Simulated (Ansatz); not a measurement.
# Hf: the cost of one run

Program: Ansatz 0.2.0. Level of theory: DFT PBE, scalar-relativistic. These are calculated values, not measurements.

### 1 Starting point

Symmetry: Im-3m, No. 229, cubic system. The conventional cell has a = 3.610 Å, b = 3.610 Å, c = 3.610 Å, α = 90.00°, β = 90.00°, γ = 90.00°. Hf (site symmetry m-3m) is surrounded by 8 Hf at 3.13 Å.

As a file:

```cif
data_structure
_symmetry_space_group_name_H-M 'Im-3m'
_symmetry_Int_Tables_number 229
_cell_length_a 3.6100
_cell_length_b 3.6100
_cell_length_c 3.6100
_cell_angle_alpha 90.000
_cell_angle_beta 90.000
_cell_angle_gamma 90.000
_cell_volume 47.05
loop_
_atom_site_label
_atom_site_type_symbol
_atom_site_symmetry_multiplicity
_atom_site_Wyckoff_symbol
_atom_site_fract_x
_atom_site_fract_y
_atom_site_fract_z
_atom_site_occupancy
Hf1 Hf 2 a 0.00000 0.00000 0.00000 1
```

The file gives the conventional cell by its symmetry; the runs use the cell typed in the input.

### 2 The deformed structure

Space group Im-3m before, R-3m after.

### 3 LAPW, all electrons

File input.yaml:

```yaml
crystal:
  lattice:
    - [-1.78695, 1.805, 1.805]
    - [1.805, -1.78695, 1.805]
    - [1.805, 1.805, -1.78695]
  atoms:
    - { symbol: Hf, position: [0.0, 0.0, 0.0] }
kpoints:
  mp_grid: { grid: [14, 14, 14] }
  band_path:
    path:
      - [0.0, 0.0, 0.0]
      - [0.0, 0.0, 0.5]
      - [-0.5, 0.5, 0.5]
      - [-0.7474684983, 0.2525315017, 0.2525315017]
      - [0.2525315017, 0.2525315017, 0.2525315017]
      - [0.0, 0.0, 0.0]
      - [-0.5, 0.0, 0.5]
    npoints: 5
scf:
  occupations: { method: fermi_dirac, width: 0.05 }
hamiltonian:
  xc: pbe
  pseudopotentials: { kind: all_electron, lapw: { basis_error: 0.0005 } }
output:
  forces: true
  stress: true
  eigenvalues: true
```

The run is started by

```console
$ ansatz run input.yaml --threads 1 --pin off --max-ram 3072MiB --backend cpu --events-out ev --progress --plain --runs-dir out
```

What time and memory should one allow on 1 thread of Arm Neoverse V1, shared host?

About 38 s, with a peak of 0.51 GiB.
